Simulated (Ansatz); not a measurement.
# AlN: the cost of one run

Method: DFT PBE, scalar-relativistic, plane waves, PAW, in Ansatz 0.2.0.

4 further runs of the same task are left out: 1 that didn't finish, 3 set aside as unsound or not needed.

**1. The system as given**

The structure is hexagonal, space group P6_3mc (No. 186). The conventional cell has a = 3.130 Å, b = 3.130 Å, c = 5.018 Å, α = 90.00°, β = 90.00°, γ = 120.00°. Around Al (site symmetry 3m) lie 4 N at 1.90 to 1.91 Å. N (site symmetry 3m) is surrounded by 4 Al at 1.90 to 1.91 Å.

Structure file:

```cif
data_structure
_symmetry_space_group_name_H-M 'P6_3mc'
_symmetry_Int_Tables_number 186
_cell_length_a 3.1302
_cell_length_b 3.1302
_cell_length_c 5.0180
_cell_angle_alpha 90.000
_cell_angle_beta 90.000
_cell_angle_gamma 120.000
_cell_volume 42.58
loop_
_atom_site_label
_atom_site_type_symbol
_atom_site_symmetry_multiplicity
_atom_site_Wyckoff_symbol
_atom_site_fract_x
_atom_site_fract_y
_atom_site_fract_z
_atom_site_occupancy
Al1 Al 2 b 0.33333 0.66667 0.99827 1
N1 N 2 b 0.33333 0.66667 0.61673 1
```

It is built from the cell relaxed beforehand with the same method (10.65 Å³/atom).

**2. The reference cell**

The cell is repeated 2 times, 8 atoms in all. The reference gives a free energy of -3697.0158 eV, pressure 0.00 GPa, largest force 0.000 eV/Å and gap on the mesh 4.03 eV. It was computed beforehand with the settings of the runs below.

**3. Setting up sliding across a plane**

The cut lies on the cell's a–b face, a (0 0 1) plane of area 8.49 Å², between layers 1.91 Å apart (Al below, N above); the cell is 10.0 Å thick. Vector c is tilted by f times 1·a + 0·b (length 3.130 Å) with the atoms' Cartesian places fixed: one unrelaxed fault per cell.

**4. At f = 0.200**

File input.yaml:

```yaml
crystal:
  lattice:
    - [-3.1302395629, 0.0, 0.0]
    - [-1.5651197814, -2.7108669814, 0.0]
    - [-0.6260479126, 0.0, 10.0359593112]
  atoms:
    - { symbol: Al, position: [0.1524104616, 0.3333333333, 0.9046143587] }
    - { symbol: Al, position: [0.2524104616, 0.3333333333, 0.4046143587] }
    - { symbol: Al, position: [0.6357437949, 0.6666666667, 0.1546143587] }
    - { symbol: Al, position: [0.5357437949, 0.6666666667, 0.6546143587] }
    - { symbol: "N", position: [0.3142562051, 0.3333333333, 0.0953856413] }
    - { symbol: "N", position: [0.2142562051, 0.3333333333, 0.5953856413] }
    - { symbol: "N", position: [0.5975895384, 0.6666666667, 0.3453856413] }
    - { symbol: "N", position: [0.4975895384, 0.6666666667, 0.8453856413] }
basis:
  ecutwfc: 420
kpoints:
  mp_grid: { grid: [8, 8, 3] }
hamiltonian:
  xc: pbe
scf:
  occupations: { method: gaussian, width: 0.05 }
output:
  forces: true
  stress: true
  eigenvalues: true
```

Launch:

```console
$ ansatz run input.yaml --threads 2 --pin off --max-ram 5120MiB --backend cpu --events-out ev --progress --plain --runs-dir out
```

**Question.** How long does this run take on 2 threads of INTEL XEON PLATINUM 8581C at 2.30GHz (Emerald Rapids), shared host, and how much memory does it need?

About 3.7 s, with a peak of 0.49 GiB.
